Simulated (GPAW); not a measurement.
Here is a GPAW 26.7.0 calculation.

run.py

```python
from ase.dft.bandgap import bandgap
from ase.io import write
from ase.spacegroup import crystal
from gpaw import GPAW

# In 4a
# P 4c
atoms = crystal(['In', 'P'],
                basis=[[0.0, 0.0, 0.0],
                       [0.25, 0.25, 0.25]],
                spacegroup=216, setting=1,  # F-43m
                cellpar=[5.861, 5.861, 5.861, 90.0, 90.0, 90.0],
                primitive_cell=True)

calc = GPAW(mode='fd',
            h=0.2,
            xc='PBE',
            kpts={'size': (6, 6, 6), 'gamma': True},
            occupations={'name': 'fermi-dirac', 'width': 0.05},
            nbands=18,
            convergence={'density': 1e-05, 'energy': 1e-05},
            maxiter=150,
            txt='gpaw.txt')
atoms.calc = calc
energy = atoms.get_potential_energy()
forces = atoms.get_forces()
calc.write('gs.gpw')
write('result.traj', atoms)
print(f'Energy: {energy:.6f} eV')
print('Forces (eV/A):')
print(forces.round(4))
print('Fermi level:', round(calc.get_fermi_level(), 4), 'eV')
print(f'Gap: {bandgap(calc)[0]:.4f} eV, direct: {bandgap(calc, direct=True)[0]:.4f} eV')

path = atoms.cell.bandpath('GXWKGLUWLK,UX', npoints=60, eps=1e-4)
bs_calc = calc.fixed_density(kpts=path, symmetry='off', nbands=30,
                             convergence={'bands': 'CBM+6.0', 'eigenstates': 1e-6}, txt='bands.txt')
bs = bs_calc.band_structure()
bs.write('bs.json')
print(f'Gap on the path: {bandgap(bs_calc)[0]:.4f} eV')
```

Potentials or basis: GPAW PAW data sets (gpaw-data 1.2.1), fd.

Run with:

```sh
$ OMP_NUM_THREADS=1 python run.py
```

Estimate the band gap on the k mesh.

0.71 eV, direct.

Estimate the band gap along the path.

0.71 eV, direct.

Levels at the corners of the path, in eV from the valence-band top:
```tsv
point	band 5	band 6	band 7	band 8	band 9	band 10	band 11	band 12	band 13
Γ	-13.95	-11.52	0.00	0.00	0.00	0.71	4.06	4.06	4.06
X	-13.92	-9.14	-5.75	-2.34	-2.34	1.76	2.28	9.21	9.56
W	-13.94	-9.05	-5.60	-2.96	-2.93	4.29	4.38	5.55	6.20
K	-13.93	-9.14	-5.61	-3.32	-1.95	2.36	4.39	7.49	7.53
Γ	-13.95	-11.52	0.00	0.00	0.00	0.71	4.06	4.06	4.06
L	-13.94	-9.79	-5.74	-0.98	-0.98	1.50	4.79	4.79	7.11
U	-13.93	-9.14	-5.61	-3.32	-1.95	2.36	4.39	7.49	7.53
W	-13.94	-9.05	-5.60	-2.96	-2.93	4.29	4.38	5.55	6.20
L	-13.94	-9.79	-5.74	-0.98	-0.98	1.50	4.79	4.79	7.11
K	-13.93	-9.14	-5.61	-3.32	-1.95	2.36	4.39	7.49	7.53
U	-13.93	-9.14	-5.61	-3.32	-1.95	2.36	4.39	7.49	7.53
X	-13.92	-9.14	-5.75	-2.34	-2.34	1.76	2.28	9.21	9.56
```

Caveat: the real-space grid adds noise to forces; spin-orbit coupling is left out, which moves the levels of the heavy elements.

**Experimental background.**

From a printed reference work, data compilation, for a bulk crystal of InP at 1.6 K: band gap 1.4236 eV (direct).

A measured gap of InP is 1.4236 eV (direct; 1.6 K; a printed reference work, data compilation); the calculated 0.71 eV misses it by -0.71 eV. Spin-orbit coupling on In is left out. The value is that of PBE, without temperature or zero-point motion. Semilocal functionals fall short of measured gaps as a rule.
